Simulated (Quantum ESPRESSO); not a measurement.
# BeS (F-43m) in Quantum ESPRESSO: single point with PBE

Aim: the single point of BeS with PBE.

All numbers are computed with Quantum ESPRESSO 7.5; they aren't measurements. Logs are shortened: lines on timing, memory, paths and dates and some standing lists are left out, and cuts for length are marked.

### 1 Starting point

The structure is cubic, space group F-43m (No. 216). The conventional cell has a = 4.850 Å, b = 4.850 Å, c = 4.850 Å, α = 90.00°, β = 90.00°, γ = 90.00°. S (site symmetry -43m) has 4 Be at 2.10 Å as nearest neighbours. Be (site symmetry -43m) is surrounded by 4 S at 2.10 Å.

### 2 Single point, PBE

Input file scf.in:

```
&CONTROL
  calculation = 'scf'
  prefix = 'pwscf'
  outdir = './tmp'
  pseudo_dir = './pseudo'
/
&SYSTEM
  ibrav = 0
  nat = 2
  ntyp = 2
  ecutwfc = 88
  nbnd = 10
  occupations = 'smearing'
  smearing = 'fd'
  degauss = 0.00367493
  force_symmorphic = .true.
/
&ELECTRONS
  conv_thr = 4d-10
  electron_maxstep = 120
  mixing_beta = 0.5
/
ATOMIC_SPECIES
S     32.0600 S.upf
Be     9.0122 Be.upf
CELL_PARAMETERS angstrom
   0.0000000000    2.4250000000    2.4250000000
   2.4250000000    0.0000000000    2.4250000000
   2.4250000000    2.4250000000    0.0000000000
ATOMIC_POSITIONS crystal
S      0.7500000000    0.7500000000    0.7500000000
Be     0.0000000000    0.0000000000    0.0000000000
K_POINTS automatic
10 10 10 0 0 0
```

Input file nscf.in:

```
&CONTROL
  calculation = 'nscf'
  prefix = 'pwscf'
  outdir = './tmp'
  pseudo_dir = './pseudo'
/
&SYSTEM
  ibrav = 0
  nat = 2
  ntyp = 2
  ecutwfc = 88
  nbnd = 205
  occupations = 'fixed'
  force_symmorphic = .true.
/
&ELECTRONS
  conv_thr = 1d-08
  diago_full_acc = .true.
  diago_thr_init = 1d-06
/
ATOMIC_SPECIES
S     32.0600 S.upf
Be     9.0122 Be.upf
CELL_PARAMETERS angstrom
   0.0000000000    2.4250000000    2.4250000000
   2.4250000000    0.0000000000    2.4250000000
   2.4250000000    2.4250000000    0.0000000000
ATOMIC_POSITIONS crystal
S      0.7500000000    0.7500000000    0.7500000000
Be     0.0000000000    0.0000000000    0.0000000000
K_POINTS automatic
8 8 8 0 0 0
```

Potentials or basis: PseudoDojo 0.4.1 SR PBE standard.

Command:

```
$ OMP_NUM_THREADS=1 pw.x -in scf.in > scf.out
$ OMP_NUM_THREADS=1 pw.x -in nscf.in > nscf.out
```

scf.out:

```text
This program is part of the open-source Quantum ESPRESSO suite
     for quantum simulation of materials; please cite
[... 9 lines left out ...]
     --------------------
     sticks:   dense  smooth     PW     G-vecs:    dense   smooth      PW
     Sum        1027    1027    313                21595    21595    3527

     Using Slab Decomposition

     bravais-lattice index     =            0
     lattice parameter (alat)  =       6.4808  a.u.
     unit-cell volume          =     192.4695 (a.u.)^3
     number of atoms/cell      =            2
     number of atomic types    =            2
     number of electrons       =        10.00
     number of Kohn-Sham states=           10
     kinetic-energy cutoff     =      88.0000  Ry
     charge density cutoff     =     352.0000  Ry
     scf convergence threshold =      4.0E-10
     mixing beta               =       0.5000
     number of iterations used =            8  plain     mixing
     Exchange-correlation= PBE
                           (   1   4   3   4   0   0   0)

     celldm(1)=   6.480755  celldm(2)=   0.000000  celldm(3)=   0.000000
     celldm(4)=   0.000000  celldm(5)=   0.000000  celldm(6)=   0.000000

     crystal axes: (cart. coord. in units of alat)
               a(1) = (   0.000000   0.707107   0.707107 )
               a(2) = (   0.707107   0.000000   0.707107 )
               a(3) = (   0.707107   0.707107   0.000000 )

     reciprocal axes: (cart. coord. in units 2 pi/alat)
               b(1) = ( -0.707107  0.707107  0.707107 )
               b(2) = (  0.707107 -0.707107  0.707107 )
               b(3) = (  0.707107  0.707107 -0.707107 )

     PseudoPot. # 1 for S  read from file:
     S.upf
     Pseudo is Norm-conserving + core correction, Zval =  6.0
     Generated using ONCVPSP code by D. R. Hamann
     Using radial grid of 1146 points,  6 beta functions with:
                l(1) =   0
                l(2) =   0
                l(3) =   1
                l(4) =   1
                l(5) =   2
                l(6) =   2

     PseudoPot. # 2 for Be read from file:
     Be.upf
     Pseudo is Norm-conserving, Zval =  4.0
     Generated using ONCVPSP code by D. R. Hamann
     Using radial grid of 1358 points,  4 beta functions with:
                l(1) =   0
                l(2) =   0
                l(3) =   1
                l(4) =   1

     atomic species   valence    mass     pseudopotential
     S                 6.00    32.06000     S ( 1.00)
     Be                4.00     9.01220     Be( 1.00)

     24 Sym. Ops. (no inversion) found

   Cartesian axes

     site n.     atom                  positions (alat units)
         1        S      tau(   1) = (   1.0606602   1.0606602   1.0606602  )
         2        Be     tau(   2) = (   0.0000000   0.0000000   0.0000000  )

     number of k points=    47  Fermi-Dirac smearing, width (Ry)=  0.0037
                       cart. coord. in units 2pi/alat
        k(    1) = (   0.0000000   0.0000000   0.0000000), wk =   0.0020000
        k(    2) = (   0.0707107   0.0707107  -0.0707107), wk =   0.0160000
        k(    3) = (   0.1414214   0.1414214  -0.1414214), wk =   0.0160000
        k(    4) = (   0.2121320   0.2121320  -0.2121320), wk =   0.0160000
        k(    5) = (   0.2828427   0.2828427  -0.2828427), wk =   0.0160000
        k(    6) = (  -0.3535534  -0.3535534   0.3535534), wk =   0.0080000
[... 39 lines left out ...]
        k(   46) = (  -0.0707107  -0.3535534   0.6363961), wk =   0.0480000
        k(   47) = (  -0.7071068   0.2828427   0.0000000), wk =   0.0240000

     Dense  grid:    21595 G-vectors     FFT dimensions: (  40,  40,  40)

     Initial potential from superposition of free atoms

     starting charge       9.9998, renormalised to      10.0000
     Starting wfcs are    6 randomized atomic wfcs +    4 random wfcs

     Self-consistent Calculation

     iteration #  1     ecut=    88.00 Ry     beta= 0.50
     Davidson diagonalization with overlap
     ethr =  1.00E-02,  avg # of iterations =  6.4

     Threshold (ethr) on eigenvalues was too large:
     Diagonalizing with lowered threshold

     Davidson diagonalization with overlap
     ethr =  4.44E-04,  avg # of iterations =  2.1

     total energy              =     -50.13892456 Ry
     estimated scf accuracy    <       0.04437088 Ry

     iteration #  2     ecut=    88.00 Ry     beta= 0.50
     Davidson diagonalization with overlap
     ethr =  4.44E-04,  avg # of iterations =  1.3

     total energy              =     -50.14001810 Ry
     estimated scf accuracy    <       0.00655669 Ry

     iteration #  3     ecut=    88.00 Ry     beta= 0.50
     Davidson diagonalization with overlap
     ethr =  6.56E-05,  avg # of iterations =  2.7

     total energy              =     -50.14037353 Ry
     estimated scf accuracy    <       0.00023080 Ry

     iteration #  4     ecut=    88.00 Ry     beta= 0.50
     Davidson diagonalization with overlap
     ethr =  2.31E-06,  avg # of iterations =  5.3

     total energy              =     -50.14039610 Ry
     estimated scf accuracy    <       0.00001725 Ry

     iteration #  5     ecut=    88.00 Ry     beta= 0.50
     Davidson diagonalization with overlap
     ethr =  1.72E-07,  avg # of iterations =  1.9

     total energy              =     -50.14039795 Ry
     estimated scf accuracy    <       0.00000010 Ry

     iteration #  6     ecut=    88.00 Ry     beta= 0.50
     Davidson diagonalization with overlap
     ethr =  1.02E-09,  avg # of iterations =  3.4

     total energy              =     -50.14039805 Ry
     estimated scf accuracy    <       0.00000002 Ry

     iteration #  7     ecut=    88.00 Ry     beta= 0.50
     Davidson diagonalization with overlap
     ethr =  2.09E-10,  avg # of iterations =  1.9

     total energy              =     -50.14039805 Ry
     estimated scf accuracy    <          6.3E-10 Ry

     iteration #  8     ecut=    88.00 Ry     beta= 0.50
     Davidson diagonalization with overlap
     ethr =  6.28E-12,  avg # of iterations =  2.0

     End of self-consistent calculation

          k = 0.0000 0.0000 0.0000 (  2733 PWs)   bands (ev):

   -93.4188  -8.1546   5.5345   5.5345   5.5345  11.1988  11.1988  11.1988
    11.4228  18.1862

          k = 0.0707 0.0707-0.0707 (  2704 PWs)   bands (ev):

   -93.4188  -8.0405   4.7126   5.4020   5.4020  11.1477  11.4377  11.4377
    12.3068  17.7070

          k = 0.1414 0.1414-0.1414 (  2677 PWs)   bands (ev):

   -93.4188  -7.7151   3.0771   5.1005   5.1005  11.1106  11.9185  11.9185
    13.9742  17.2341

          k = 0.2121 0.2121-0.2121 (  2674 PWs)   bands (ev):

   -93.4188  -7.2402   1.4488   4.7915   4.7915  11.0668  12.1757  12.1757
    15.5309  17.6725

          k = 0.2828 0.2828-0.2828 (  2689 PWs)   bands (ev):

   -93.4188  -6.7637   0.2255   4.5772   4.5772  11.0281  12.1377  12.1377
    16.4862  19.0425

          k =-0.3536-0.3536 0.3536 (  2692 PWs)   bands (ev):

   -93.4188  -6.5471  -0.2471   4.5019   4.5019  11.0125  12.0834  12.0834
    16.7520  20.2546

          k = 0.1414-0.0000 0.0000 (  2701 PWs)   bands (ev):

   -93.4188  -8.0025   4.8774   5.1350   5.1350  10.8680  11.8297  11.8297
    12.2420  16.8113

          k = 0.2121 0.0707-0.0707 (  2691 PWs)   bands (ev):

   -93.4188  -7.7473   3.5821   4.7617   4.9752  10.9087  12.0374  12.4602
    13.3518  16.2690

          k = 0.2828 0.1414-0.1414 (  2691 PWs)   bands (ev):

   -93.4188  -7.3192   1.9916   4.4483   4.6615  11.1271  12.1894  12.8464
    14.1798  17.1189

          k = 0.3536 0.2121-0.2121 (  2687 PWs)   bands (ev):

   -93.4188  -6.8311   0.6519   4.2828   4.3046  11.2091  12.1752  12.7918
    15.2749  18.4585

          k =-0.2828-0.4243 0.4243 (  2682 PWs)   bands (ev):

   -93.4188  -6.5064  -0.0787   4.0305   4.2940  11.2721  12.1158  12.5761
    16.4937  19.0739

          k =-0.2121-0.3536 0.3536 (  2681 PWs)   bands (ev):

   -93.4188  -6.5798   0.0776   3.9072   4.4732  11.3905  12.1783  12.4236
    16.5308  18.6071

          k =-0.1414-0.2828 0.2828 (  2674 PWs)   bands (ev):

   -93.4188  -6.9909   1.0492   3.9695   4.7806  11.4993  12.3057  12.3624
    15.4330  17.0223

          k =-0.0707-0.2121 0.2121 (  2684 PWs)   bands (ev):

   -93.4188  -7.4776   2.4905   4.2339   5.1353  11.5267  11.9967  12.3404
    14.2630  16.3627

          k = 0.0000-0.1414 0.1414 (  2693 PWs)   bands (ev):
[... 31 lines left out ...]
   -93.4188  -6.6307   0.8744   2.7477   4.4281  11.4191  13.1856  13.3467
    15.2596  16.7859

          k = 0.0000-0.2828 0.2828 (  2666 PWs)   bands (ev):

   -93.4188  -7.0798   1.7883   3.1980   4.8493  11.8185  12.5925  12.9496
    14.2636  16.0816

          k = 0.4243 0.0000-0.0000 (  2670 PWs)   bands (ev):

   -93.4188  -6.9361   2.1111   3.5708   3.5708   9.6252  11.5045  15.1838
    15.1838  17.7673

          k = 0.4950 0.0707-0.0707 (  2692 PWs)   bands (ev):

   -93.4188  -6.5627   1.3778   3.0890   3.3483   9.6013  11.3823  15.6564
    15.7701  19.2824

          k =-0.1414-0.5657 0.5657 (  2684 PWs)   bands (ev):

   -93.4188  -6.2261   0.8338   2.3597   3.3464   9.8741  12.3318  15.6427
    15.6677  19.5945

          k =-0.0707-0.4950 0.4950 (  2668 PWs)   bands (ev):

   -93.4188  -6.1053   0.7389   1.7551   3.5636  10.2396  14.0078  15.1579
    15.6732  17.6128

          k =-0.0000-0.4243 0.4243 (  2678 PWs)   bands (ev):

   -93.4188  -6.2782   0.8747   1.7921   3.9582  10.7833  14.3341  14.9268
    15.2774  17.1861

          k = 0.5657-0.0000 0.0000 (  2682 PWs)   bands (ev):

   -93.4188  -6.2981   0.9822   3.0696   3.0696   8.9412  10.6870  17.1163
    17.1163  19.9063

          k =-0.0707-0.6364 0.6364 (  2690 PWs)   bands (ev):

   -93.4188  -6.0713   0.6995   2.5841   3.0135   9.0880  10.8950  17.4212
    17.5219  20.2436

          k = 0.0000-0.5657 0.5657 (  2668 PWs)   bands (ev):

   -93.4188  -5.9958   0.8314   1.7718   3.1884   9.6180  12.1270  16.6719
    17.2698  18.2855

          k =-0.7071 0.0000 0.0000 (  2698 PWs)   bands (ev):

   -93.4188  -6.0059   0.5227   2.8962   2.8962   8.6482  10.4511  18.2754
    18.2754  21.0962

          k = 0.2828 0.1414 0.0000 (  2679 PWs)   bands (ev):

   -93.4188  -7.4394   2.7542   3.9568   4.8037  10.9975  12.4813  13.1811
    13.3916  16.4468

          k = 0.3536 0.2121-0.0707 (  2688 PWs)   bands (ev):

   -93.4188  -6.9950   1.5503   3.4510   4.4757  11.3716  12.4366  13.5357
    13.9014  17.2503

          k =-0.2828-0.4243 0.5657 (  2680 PWs)   bands (ev):

   -93.4188  -6.5570   0.5109   3.2611   4.1294  11.5537  12.1047  13.7844
    15.0724  18.2972

          k =-0.2121-0.3536 0.4950 (  2686 PWs)   bands (ev):

   -93.4188  -6.3615   0.0981   3.2244   3.9780  11.6216  11.9262  13.7948
    16.3181  17.7120

          k = 0.4243 0.1414-0.0000 (  2688 PWs)   bands (ev):

   -93.4188  -6.8400   1.7316   3.2171   3.7963  10.3623  12.1249  13.9304
    15.1388  18.0886

          k =-0.2121-0.4950 0.6364 (  2682 PWs)   bands (ev):

   -93.4188  -6.4363   0.9918   2.7025   3.4680  10.7255  12.6548  13.7681
    15.7182  18.7446

          k =-0.1414-0.4243 0.5657 (  2683 PWs)   bands (ev):

   -93.4188  -6.1859   0.5589   2.3230   3.4003  11.0011  13.1124  14.5303
    15.7673  17.3204

          k =-0.0707-0.3536 0.4950 (  2679 PWs)   bands (ev):

   -93.4188  -6.2525   0.6819   2.1543   3.6493  11.3997  12.8374  14.8193
    15.8160  16.7929

          k = 0.0000-0.2828 0.4243 (  2692 PWs)   bands (ev):

   -93.4188  -6.5871   1.1417   2.4840   4.0773  11.9494  12.2291  13.8256
    15.0011  17.3154

          k =-0.1414-0.5657 0.7071 (  2679 PWs)   bands (ev):

   -93.4188  -6.2503   0.9800   2.7277   2.9519   9.7342  11.3535  15.6191
    17.1120  19.5461

          k =-0.0707-0.4950 0.6364 (  2672 PWs)   bands (ev):

   -93.4188  -6.0380   0.8817   1.9872   2.8876  10.2663  12.2988  15.2961
    16.9018  18.4838

          k = 0.0000-0.4243 0.5657 (  2675 PWs)   bands (ev):

   -93.4188  -6.0412   1.0974   1.3932   3.1723  10.7828  13.8124  14.8889
    15.5532  17.4975

          k =-0.7071 0.1414 0.0000 (  2688 PWs)   bands (ev):

   -93.4188  -5.9872   0.6785   2.5675   2.6233   9.4689  11.1327  17.2139
    17.3678  20.2649

          k =-0.1414-0.4243 0.7071 (  2695 PWs)   bands (ev):

   -93.4188  -6.1404   0.9738   2.0166   2.9401  11.5729  12.7273  13.6596
    16.6931  17.6316

          k =-0.0707-0.3536 0.6364 (  2684 PWs)   bands (ev):

   -93.4188  -6.0170   1.0246   1.7346   2.6833  11.8495  12.9899  14.5198
    14.9957  18.0715

          k =-0.7071 0.2828 0.0000 (  2680 PWs)   bands (ev):

   -93.4188  -5.9564   1.1080   1.8902   2.2501  11.3563  12.8312  14.7102
    15.2204  19.7625

     the Fermi energy is     7.1568 ev

!    total energy              =     -50.14039805 Ry
     estimated scf accuracy    <          6.5E-11 Ry
     smearing contrib. (-TS)   =      -0.00000000 Ry
     internal energy E=F+TS    =     -50.14039805 Ry

     The total energy is F=E-TS. E is the sum of the following terms:
     one-electron contribution =     -16.22103528 Ry
     hartree contribution      =       7.57677721 Ry
     xc contribution           =     -11.28331219 Ry
     ewald contribution        =     -30.21282779 Ry

     convergence has been achieved in   8 iterations

=------------------------------------------------------------------------------=
   JOB DONE.
=------------------------------------------------------------------------------=
```

It took 2.5 min on 1 thread of Arm Neoverse V2, shared host; peak memory 0.08 GiB.

Results:

| Quantity | Value |
| --- | --- |
| Band gap on the k mesh, mean-field level | 3.11 eV, indirect (least direct gap 5.66 eV) |

Levels at points of the mesh, in eV from the valence-band top:
| k point | band 2 | band 3 | band 4 | band 5 | band 6 | band 7 | band 8 | band 9 |
| --- | --- | --- | --- | --- | --- | --- | --- | --- |
| (0.00, 0.00, 0.00) | -13.69 | 0.00 | 0.00 | 0.00 | 5.66 | 5.66 | 5.66 | 5.89 |
| (0.00, 0.00, -0.50) | -12.08 | -5.78 | -1.03 | -1.03 | 5.48 | 6.55 | 6.55 | 11.22 |
| (0.00, -0.50, -0.50) | -11.54 | -5.01 | -2.64 | -2.64 | 3.11 | 4.92 | 12.74 | 12.74 |

A k mesh can miss the band edges. As with any semilocal functional, this PBE gap is likely too small.
